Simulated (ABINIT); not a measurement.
# C: equation of state with PBE

**Experimental background.**

“Equation of state of cubic boron nitride at high pressures and temperatures”, 2007, arxiv:cond-mat/0702656 quotes, for a bulk crystal of C: bulk modulus 444.8 ± 0.8 GPa.

The system is C.

```
C
1.0
     0.00000    1.78337    1.78337
     1.78337    0.00000    1.78337
     1.78337    1.78337    0.00000
C
2
Direct
  0.75000 0.75000 0.75000
  0.50000 0.50000 0.50000
```

This isn't the form of C at room conditions, which is graphite.

| Item | Value |
| --- | --- |
| Program | ABINIT 10.8.3 (patched build) |
| Task | equation of state |
| Functional | PBE |
| Potentials or basis | JTH PAW PBE v2.0 |
| Cutoff | 544 eV |
| k mesh | 13 × 13 × 13 |
| Occupations | fermi-dirac, width 0.05 eV |
| Spin | no spin polarisation |

- Equilibrium volume: 5.69 Å³/atom
- Bulk modulus: 437 GPa
- Pressure derivative of the bulk modulus: 4.0 (rough: it moves with the points fitted)

Energy against volume, from the lowest point:
| volume (Å³/atom) | energy (meV/atom) |
| --- | --- |
| 5.332 | 34.36 |
| 5.445 | 15.40 |
| 5.558 | 4.18 |
| 5.672 | 0.00 |
| 5.785 | 1.85 |
| 5.899 | 9.44 |
| 6.012 | 22.36 |

It took 31 s on 1 thread of Arm Neoverse V1, on a shared host, peak memory 0.11 GiB.

Against the measured bulk modulus of C, 444.8 GPa (quoted in “Equation of state of cubic boron nitride at high pressures and temperatures”, 2007, arxiv:cond-mat/0702656), the calculated 437 GPa is off by -1.8 %. 3 values of this kind are on record (442 to 444.8 GPa); this one was drawn at random among those near their median, those with a stated uncertainty first. The fit is for a static lattice scaled at fixed shape and fixed fractional positions. The cell as given is a measured one (5.67 Å³/atom); PBE puts the equilibrium volume +0.3 % from it, thermal expansion not counted.

Caveat: pressures at fixed basis lie under the slope of the energies; the atomic spheres overlap.
